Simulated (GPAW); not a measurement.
Crystal: Al3Cu.

```xyz
4
Lattice="2.7784 0.0000 0.0000 0.0000 2.7784 0.0000 0.0000 0.0000 7.5134" Properties=species:S:1:pos:R:3 pbc="T T T"
Cu    0.0000    0.0000    0.0000
Al    1.3892    1.3892    5.8145
Al    1.3892    1.3892    1.6989
Al    0.0000    0.0000    3.7567
```

The cell comes from a database or a generator and needn't be the stable form of this composition.

- Program: GPAW 26.7.0
- Task: relaxation of cell and atoms
- Functional: PBEsol
- Potentials or basis: PAW data sets generated in the run's folder for this functional
- Cutoff: 600 eV
- Basis: pw
- k mesh: 8 × 8 × 3
- Occupations: fermi-dirac, width 0.05 eV
- Spin: no spin polarisation

At the start: pressure 1.6 GPa; volume 14.50 Å³/atom.

Question: Where does the relaxation end?

Answer: Over 7 steps the energy falls by 4.0 meV/atom and the volume is 14.75 Å³/atom (+1.7 %); space group P4/mmm (No. 123, to 0.05 Å).

The path:
```tsv
step	energy change (eV)	largest force (eV/Å)	pressure (GPa)	volume (Å³)
1	0.0000	0.1526	1.62	58.00
2	-0.0018	0.1428	1.47	58.09
3	-0.0133	0.0045	-0.30	59.24
4	-0.0135	0.0018	-0.23	59.20
5	-0.0151	0.0053	0.23	58.92
6	-0.0157	0.0033	0.30	58.89
7	-0.0159	0.0141	0.17	58.98
```

Final structure:
```cif
data_structure
_symmetry_space_group_name_H-M 'P 1'
_symmetry_Int_Tables_number 1
_cell_length_a 2.8090
_cell_length_b 2.8090
_cell_length_c 7.4750
_cell_angle_alpha 90.000
_cell_angle_beta 90.000
_cell_angle_gamma 90.000
_cell_volume 58.98
loop_
_atom_site_label
_atom_site_type_symbol
_atom_site_fract_x
_atom_site_fract_y
_atom_site_fract_z
_atom_site_occupancy
Cu1 Cu 0.00000 0.00000 0.00000 1
Al1 Al 0.50000 0.50000 0.77794 1
Al2 Al 0.50000 0.50000 0.22206 1
Al3 Al 0.00000 0.00000 0.50000 1
```

Caveat: with this Cu data set, volumes or pressures lay over 1.5 % or 2 GPa off other programs in two to four cells of ten; later steps reuse the first step's grids.
